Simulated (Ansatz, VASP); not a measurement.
**Two plane-wave programs on ZnS**

Contents of POSCAR:

```
ZnS
1.0
    0.0000000000      2.6945131942      3.0986901733
    2.6945131942      0.0000000000      3.0986901733
    2.6945131942      2.6945131942      0.0000000000
Zn S
1 1
Direct
    0.0000000000      0.0000000000      0.0000000000
    0.7500000000      0.7500000000      0.7500000000
```

Contents of INCAR.step1:

```
  ALGO = Normal
  EDIFF = 1E-4
  ENCUT = 520
  GGA = PE
  ISMEAR = 0
  LASPH = T
  LCHARG = F
  LREAL = F
  LWAVE = T
  NBANDS = 16
  NELM = 100
  PREC = Accurate
  SIGMA = 0.05
```

Contents of INCAR.step2:

```
  ALGO = Normal
  EDIFF = 1E-7
  ENCUT = 520
  ISIF = 2
  ISMEAR = 0
  ISTART = 1
  LASPH = T
  LCHARG = F
  LMIXTAU = T
  LREAL = F
  LWAVE = F
  METAGGA = R2SCAN
  NBANDS = 16
  NELM = 100
  PREC = Accurate
  SIGMA = 0.05
```

Contents of KPOINTS:

```
k-points
0
Gamma
  8 8 8
```

Input for Ansatz:

```yaml
crystal:
  lattice:
    - [0.0, 2.6945131942, 3.0986901733]
    - [2.6945131942, 0.0, 3.0986901733]
    - [2.6945131942, 2.6945131942, 0.0]
  atoms:
    - { symbol: Zn, position: [0.0, 0.0, 0.0] }
    - { symbol: S, position: [0.75, 0.75, 0.75] }
basis:
  ecutwfc: 500
kpoints:
  mp_grid: { grid: [8, 8, 8] }
hamiltonian:
  xc: r2scan
scf:
  occupations: { method: gaussian, width: 0.05 }
output:
  forces: true
  stress: true
  eigenvalues: true
```

Change from the starting cell: strain +0.1500 x Voigt [0, 0, 1, 0, 0, 0], atoms carried along.

Alike in both runs: task single point; functional r2SCAN; k mesh 8 × 8 × 8; occupations gaussian, width 0.05 eV; no spin polarisation.

|  | VASP | Ansatz |
| --- | --- | --- |
| version | VASP 6.6.1 | Ansatz 0.2.0 |
| potentials or method | VASP PAW PBE potentials, release 64 (Zn, S) | scalar-relativistic, plane waves, PAW |
| plane-wave cutoff (eV) | 520 | 500 |
| valence electrons in the cell | 18 | 18 |

```csv
,VASP,Ansatz,Ansatz less VASP
gap on the k mesh at the Fermi level (eV),1.79,1.79,-0.002
least direct gap on the mesh (eV),1.79,1.79,-0.002
pressure (GPa),-8.3,-8.4,-0.03
largest component of the traceless stress (GPa),5.15,5.17,+0.015
```

Caveats: the PAW data sets were made with another functional, which shifts forces and pressure a little (VASP).
